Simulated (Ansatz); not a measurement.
## Ti: equation of state with PBEsol

Crystal: Ti.

```xyz
3
Lattice="4.5674 0.0000 0.0000 -2.2837 3.9555 0.0000 0.0000 0.0000 2.8262" Properties=species:S:1:pos:R:3 pbc="T T T"
Ti    2.2837    1.3185    1.4131
Ti    0.0000    2.6370    1.4131
Ti    0.0000    0.0000    0.0000
```

This isn't the form of Ti at room conditions, which is hcp.

| Item | Value |
| --- | --- |
| Program | Ansatz 0.2.0 |
| Task | equation of state |
| Functional | PBEsol |
| Potentials or basis | all-electron LAPW, scalar-relativistic |
| Basis error allowed | 0.001 eV/atom |
| k mesh | 7 × 7 × 9 |
| Occupations | fermi-dirac, width 0.05 eV |
| Spin | no spin polarisation |

- Equilibrium volume: 16.47 Å³/atom
- Bulk modulus at fixed shape and positions: 120 GPa
- Pressure derivative of the bulk modulus: 3.6

Energy against volume, from the lowest point:
```
volume (Å³/atom)  energy (meV/atom)
          15.999               4.85
          16.339               0.00
          16.679               0.63
          17.020               6.25
          17.360              16.39
          17.701              30.67
          18.041              48.69
```

All runs of the series together: 97 s on 2 threads of Arm Neoverse N1, on a shared host.

Caveat: the cell was scaled at fixed shape and fractional positions, which overstates the stiffness of a crystal with free parameters, most of all of layers and chains.
